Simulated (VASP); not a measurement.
# NiSb (Breithauptite) (P6_3/mmc) in VASP: reference runs

How does NiSb (Breithauptite) come out in PBE? The cell is run as given and disturbed, and energy against volume gives the equilibrium volume and stiffness.

All numbers are computed with VASP 6.6.1; they aren't measurements. Logs are shortened: lines on timing, memory, paths and dates and some standing lists are left out, and cuts for length are marked.

**1. Starting point**

The structure is hexagonal, space group P6_3/mmc (No. 194). Conventional cell: a = 3.928 Å, b = 3.928 Å, c = 5.120 Å, α = 90.00°, β = 90.00°, γ = 120.00°. Sb (site symmetry -6m2) is surrounded by 6 Ni at 2.60 Å. Around Ni (site symmetry -3m) lie 2 Ni at 2.56 Å and 6 Sb at 2.60 Å.

**2. Single point, PBE, collinear spin, ferromagnetic start**

Input file INCAR:

```
SYSTEM = NiSb
PREC = Accurate
ENCUT = 520
EDIFF = 1E-7
ISMEAR = -1
SIGMA = 0.05
LREAL = .FALSE.
LASPH = .TRUE.
NELM = 150
ALGO = Normal
ISIF = 2
LWAVE = .FALSE.
LCHARG = .FALSE.
ISPIN = 2
MAGMOM = 0 0 1 1
LORBIT = 11
LMAXMIX = 4
GGA = PE
NBANDS = 27
```

Input file KPOINTS:

```
regular mesh
0
G
  8 8 5
  0 0 0
```

Input file POSCAR:

```
NiSb
1.0
    3.9280000000      0.0000000000      0.0000000000
   -1.9640000000      3.4017477861      0.0000000000
    0.0000000000      0.0000000000      5.1200000000
Sb Ni
2 2
Direct
    0.6666666667      0.3333333333      0.7500000000
    0.3333333333      0.6666666667      0.2500000000
    0.0000000000      0.0000000000      0.5000000000
    0.0000000000      0.0000000000      0.0000000000
```

Potentials or basis: VASP PAW PBE potentials, release 64 (Sb, Ni).

Run with:

```console
$ cat potpaw_PBE.64/Sb/POTCAR potpaw_PBE.64/Ni/POTCAR > POTCAR
$ mpirun -np 1 vasp_std > vasp.out
```

OUTCAR:

```text
SYSTEM = NiSb
   PREC = Accurate
   ENCUT = 520
   EDIFF = 1E-7
   ISMEAR = -1
   LREAL = .FALSE.
   LASPH = .TRUE.
   NELM = 150
   ISIF = 2
   ISPIN = 2
   LORBIT = 11
   GGA = PE

 ion  position               nearest neighbor table
   1  0.667  0.333  0.750-   3 2.60   4 2.60   3 2.60   4 2.60   3 2.60   4 2.60   2 3.42   2 3.42
                             2 3.42   2 3.42   2 3.42   2 3.42
   2  0.333  0.667  0.250-   3 2.60   4 2.60   3 2.60   4 2.60   3 2.60   4 2.60   1 3.42   1 3.42
                             1 3.42   1 3.42   1 3.42   1 3.42
   3  0.000  0.000  0.500-   4 2.56   4 2.56   1 2.60   2 2.60   1 2.60   2 2.60   1 2.60   2 2.60

   4  0.000  0.000  0.000-   3 2.56   3 2.56   1 2.60   2 2.60   1 2.60   2 2.60   1 2.60   2 2.60

  LATTYP: Found a hexagonal cell.
 ALAT       =     3.9280000000
 C/A-ratio  =     1.3034623218

  Lattice vectors:

 A1 = (   3.9280000000,   0.0000000000,   0.0000000000)
 A2 = (  -1.9640000000,   3.4017477861,   0.0000000000)
 A3 = (   0.0000000000,   0.0000000000,   5.1200000000)

Analysis of symmetry for initial positions (statically):
=====================================================================
 Subroutine PRICEL returns:
 Original cell was already a primitive cell.

 Routine SETGRP: Setting up the symmetry group for a
 hexagonal supercell.

 Subroutine GETGRP returns: Found 24 space group operations
 (whereof 12 operations were pure point group operations)
 out of a pool of 24 trial point group operations.

The static configuration has the point symmetry D_3d.
 The point group associated with its full space group is D_6h.

Analysis of symmetry for dynamics (positions and initial velocities):
=====================================================================
 Subroutine PRICEL returns:
 Original cell was already a primitive cell.

 Routine SETGRP: Setting up the symmetry group for a
 hexagonal supercell.

 Subroutine GETGRP returns: Found 24 space group operations
 (whereof 12 operations were pure point group operations)
 out of a pool of 24 trial point group operations.

The dynamic configuration has the point symmetry D_3d.
 The point group associated with its full space group is D_6h.

Analysis of structural, dynamic, and magnetic symmetry:
=====================================================================
 Subroutine PRICEL returns:
 Original cell was already a primitive cell.

 Routine SETGRP: Setting up the symmetry group for a
 hexagonal supercell.

 Subroutine GETGRP returns: Found 24 space group operations
 (whereof 12 operations were pure point group operations)
 out of a pool of 24 trial point group operations.

The overall configuration has the point symmetry D_3d.
 The point group associated with its full space group is D_6h.

 Subroutine INISYM returns: Found 24 space group operations
 (whereof 12 operations are pure point group operations),
 and found     1 'primitive' translations

----------------------------------------------------------------------------------------

                                     Primitive cell

  volume of cell :      68.4138

  direct lattice vectors                    reciprocal lattice vectors
     3.928000000  0.000000000  0.000000000     0.254582485  0.146983266  0.000000000
    -1.964000000  3.401747786  0.000000000     0.000000000  0.293966532  0.000000000
     0.000000000  0.000000000  5.120000000     0.000000000  0.000000000  0.195312500

  length of vectors
     3.928000000  3.928000000  5.120000000     0.293966532  0.293966532  0.195312500

  position of ions in fractional coordinates (direct lattice)
     0.666666667  0.333333333  0.750000000
     0.333333333  0.666666667  0.250000000
     0.000000000  0.000000000  0.500000000
     0.000000000  0.000000000  0.000000000

  ion indices of the primitive-cell ions
   primitive index   ion index
                 1           1
                 2           2
                 3           3
                 4           4

----------------------------------------------------------------------------------------

 KPOINTS: regular mesh

Automatic generation of k-mesh.
 Grid dimensions read from file:
[... 23 lines left out ...]
  0.125000  0.000000  0.000000      6.000000
  0.250000  0.000000  0.000000      6.000000
  0.375000 -0.000000  0.000000      6.000000
  0.500000  0.000000  0.000000      3.000000
  0.125000  0.125000  0.000000      6.000000
[... 16 lines left out ...]
  0.250000  0.000000  0.400000     12.000000
  0.375000 -0.000000  0.400000     12.000000
 [... further k-points ...]
   k-points           NKPTS =     30   k-points in BZ     NKDIM =     30   number of bands    NBANDS=     27
   number of dos      NEDOS =    301   number of ions     NIONS =      4
   total plane-waves  NPLWV =  36000
   dimension x,y,z NGX =    30 NGY =   30 NGZ =   40
   dimension x,y,z NGXF=    60 NGYF=   60 NGZF=   80
   ions per type =               2   2
   NGX,Y,Z   is equivalent  to a cutoff of  12.70, 12.70, 12.99 a.u.
   NGXF,Y,Z  is equivalent  to a cutoff of  25.39, 25.39, 25.98 a.u.
 SYSTEM =  NiSb
   PREC   = accura    normal or accurate (medium, high low for compatibility)
   ISTART =      0    job   : 0-new  1-cont  2-samecut
   ICHARG =      2    charge: 1-file 2-atom 10-const
   ISPIN  =      2    spin polarized calculation?
   LNONCOLLINEAR =      F non collinear calculations
   LSORBIT =      F    spin-orbit coupling
   LASPH  =      T    aspherical Exc in radial PAW
   ENCUT  =  520.0 eV  38.22 Ry    6.18 a.u.   7.30  7.30  9.52*2*pi/ulx,y,z
   NELM   =    150;   NELMIN=  2; NELMDL= -5     # of ELM steps
   EDIFF  = 0.1E-06   stopping-criterion for ELM
   LREAL  =      F    real-space projection
   EDIFFG = 0.1E-05   stopping-criterion for IOM
   NSW    =      0    number of steps for IOM
   IBRION =     -1    ionic relax: 0-MD 1-quasi-New 2-CG
   NFREE  =      0    steps in history (QN), initial steepest desc. (CG)
   ISIF   =      2    stress and relaxation
   ISYM   =      2    0-nonsym 1-usesym 2-fastsym
   POTIM  = 0.5000    time-step for ionic-motion
   TEBEG  =    0.0;   TEEND  =   0.0 temperature during run
   PSTRESS=    0.0 pullay stress
   NELECT =      30.0000    total number of electrons
   NUPDOWN=      -1.0000    fix difference up-down
   EMIN   =  10.00;   EMAX   =-10.00  energy-range for DOS
   EFERMI =   0.00;   METHOD = LEGACY
   ISMEAR =    -1;   SIGMA  =   0.05  broadening in eV -4-tet -1-fermi 0-gaus
   EFERMI_NEDOS =   21; number of points for ismear=-14 and -15
   IALGO  =     38    algorithm
   IMIX   =      4    mixing-type and parameters
     AMIX     =   0.40;   BMIX     =  1.00
     AMIX_MAG =   1.60;   BMIX_MAG =  1.00
  volume/ion in A,a.u.               =      17.10       115.42
  Fermi-wavevector in a.u.,A,eV,Ry     =   1.243753  2.350352 21.047138  1.546921
  Thomas-Fermi vector in A             =   2.378050
   LORBIT       =     11    0 simple, 1 ext, 2 COOP (PROOUT), +10 PAW based schemes
   GGA     = PE    functional components
   LHFCALC =     F    Hartree Fock is set to
   AEXX    =    0.0000 exact exchange contribution
   IVDW    =     0    specifies the selected vdW correction
   LEPSILON=     F    determine dielectric tensor
   LRPA    =     F    only Hartree local field effects (RPA)
 spin polarized calculation
  energy-cutoff  :      520.00
  volume of cell :       68.41
 maximum number of plane-waves:      1867
 NGX is ok and might be reduce to    30
   NGX = 15   NGY = 15   NGZ = 19

 number of electron      30.0000034 magnetization       0.0015458

 number of electron      30.0000034 magnetization      -0.0000306

 Free energy of the ion-electron system (eV)
  ---------------------------------------------------
  ext. energy  EPLUGINS =         0.00000000
  ---------------------------------------------------
  free energy    TOTEN  =       -20.29226259 eV

  energy without entropy =      -20.27271674  energy(sigma->0) =      -20.28248967

 E-fermi :  10.0328     XC(G=0): -11.5320

 val. band max:       10.0211929161   @ k =   0.0000   0.0000   0.0000
 cond. band min:      10.0355912392   @ k =   0.1250   0.0000   0.0000
 fundamental gap:      0.0143983231
 Fermi energy:        10.0328322117

 spin component 1

 k-point     1 :       0.0000    0.0000    0.0000
  band No.  band energies     occupation
      1      -2.9322      1.00000
      2       1.6358      1.00000
      3       3.8001      1.00000
      4       6.1210      1.00000
      5       6.1210      1.00000
      6       6.8839      1.00000
[... 709 lines left out ...]
     26      20.8744      0.00000
     27      21.7020      0.00000

 [... further k-points ...]

 spin component 2

 k-point     1 :       0.0000    0.0000    0.0000
  band No.  band energies     occupation
      1      -2.9322      1.00000
      2       1.6358      1.00000
      3       3.8001      1.00000
      4       6.1210      1.00000
      5       6.1210      1.00000
      6       6.8839      1.00000
[... 709 lines left out ...]
     26      20.8744      0.00000
     27      21.7020      0.00000

 [... further k-points ...]

------------------------ aborting loop because EDIFF is reached ----------------------------------------

  FORCE on cell =-STRESS in cart. coord.  units (eV):
  Direction    XX          YY          ZZ          XY          YZ          ZX
  --------------------------------------------------------------------------------------
  -------------------------------------------------------------------------------------
  Total        1.6031782      1.6031782      1.3908438      0.0000000      0.0000000      0.0000000
  in kB       37.5447160     37.5447160     32.5720727      0.0000000      0.0000000      0.0000000
  external PRESSURE =      35.8871683 kB  Pullay stress =       0.0000000 kB

 VOLUME and BASIS-vectors are now :
 -----------------------------------------------------------------------------
  energy-cutoff  :      520.00
  volume of cell :       68.41
      direct lattice vectors                 reciprocal lattice vectors
     3.928000000  0.000000000  0.000000000     0.254582485  0.146983266  0.000000000
    -1.964000000  3.401747786  0.000000000     0.000000000  0.293966532  0.000000000
     0.000000000  0.000000000  5.120000000     0.000000000  0.000000000  0.195312500

 POSITION                                       TOTAL-FORCE (eV/Angst)
 -----------------------------------------------------------------------------------
      1.96400      1.13392      3.84000         0.000000      0.000000      0.000000
     -0.00000      2.26783      1.28000        -0.000000      0.000000      0.000000
      0.00000      0.00000      2.56000         0.000000      0.000000      0.000000
      0.00000      0.00000      0.00000         0.000000      0.000000      0.000000
 -----------------------------------------------------------------------------------
    total drift:                               -0.000000      0.000000     -0.000000

  FREE ENERGIE OF THE ION-ELECTRON SYSTEM (eV)
  ---------------------------------------------------
  free  energy   TOTEN  =       -20.2922625915 eV

  energy  without entropy=      -20.2727167405  energy(sigma->0) =      -20.28248967

 total charge

# of ion       s       p       d       tot
------------------------------------------
    1        1.130   1.224   0.076   2.430
    2        1.130   1.224   0.076   2.430
    3        0.450   0.487   8.465   9.402
    4        0.450   0.487   8.465   9.402
--------------------------------------------------
tot          3.161   3.422  17.082  23.666

 magnetization (x)

# of ion       s       p       d       tot
------------------------------------------
    1        0.000  -0.000   0.000  -0.000
    2        0.000  -0.000   0.000  -0.000
    3       -0.000  -0.000  -0.000  -0.000
    4       -0.000  -0.000  -0.000  -0.000
--------------------------------------------------
tot         -0.000  -0.000  -0.000  -0.000
```

Wall time 1.8 min (1 thread of Intel Xeon Platinum 8488C (Sapphire Rapids), shared host); peak memory 0.25 GiB.

Results:

* Free energy: -20.2923 eV
* Pressure: 3.6 GPa
* Band gap on the k mesh: none (metal or under the smearing width)
* Net moment: 0.00 μB per cell
* Valence electrons inside the program's atomic spheres: Sb 2.43; Ni 9.40

(Continued in part 2 of 2.)
